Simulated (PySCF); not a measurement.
# Calculated NMR parameters of Norbornadiene

```
Formula                               : C7H8
SMILES                                : C1=C[C@H]2C=C[C@@H]1C2
InChI                                 : InChI=1S/C7H8/c1-2-7-4-3-6(1)5-7/h1-4,6-7H,5H2/t6-,7+
Point group of the computed structure : C2v
Degrees of unsaturation               : 4
Carbon signals                        : 3
Proton signals                        : 3
```

Bonds (- single, = double, # triple, : aromatic): C1=C2 1.328 Å, C2-C3 1.532 Å, C3-C4 1.532 Å, C4=C5 1.328 Å, C5-C6 1.532 Å, C6-C7 1.547 Å, C6-C1 1.532 Å, C7-C3 1.547 Å. C1 carries H8; C2 carries H9; C3 carries H10; C4 carries H11; C5 carries H12; C6 carries H13; C7 carries H14, H15. Stereochemistry as in C1=C[C@H]2C=C[C@@H]1C2.

How the numbers were obtained: shielding tensors at B97-2/pcSseg-2 (GIAO), coordinates at the PBE0-D3(BJ)/def2-TZVP level, in PySCF 2.14 (one averaged value for each set of equivalent atoms, no relativistic terms, gas phase, one conformer).

Shifts are taken against calculated references (same method and geometry level): 1H (σ = 31.64 ppm), 13C (σ = 185.38 ppm) vs TMS.

| carbon | δC, type | δH (multiplicity) | HMBC from (2–3 bonds) | span of the C tensor (ppm) |
| --- | --- | --- | --- | --- |
| C1/C2/C4/C5 | 154.3, CH | 7.18 (m) | H8/H9/H11/H12, H10/H13, H14/H15 | 253 |
| C3/C6 | 56.4, CH | 3.59 (m) | H8/H9/H11/H12, H10/H13, H14/H15 | 27 |
| C7 | 83.0, CH2 | 2.15 (m) | H8/H9/H11/H12, H10/H13 | 24 |

Carbon types of the structure: 6 × CH, 1 × CH2, which accounts for all hydrogens. δC 154.3: alkene CH; the olefinic region. δC 83.0: sp3 CH2 in a ring. δC 56.4: allylic sp3 CH. δH 7.18: hydrogen on an alkene CH; a vinylic proton, deshielded by the sp2 carbon and the C=C anisotropy. δH 2.15: hydrogen on an sp3 CH2 in a ring.

Shifts are as computed. Against solution values, carbons near 30 ppm lie about +3 ppm off and those near 130 ppm about +7 ppm. Of 1211 compounds with measured shifts, 218 miss one by over three times the rms of a fit or turn the order of signals round; such compounds aren't used in these exercises. Multiplicities follow the n + 1 count of equivalent neighbours, as no J values were calculated; m marks all less simple cases, F and P coupling included.
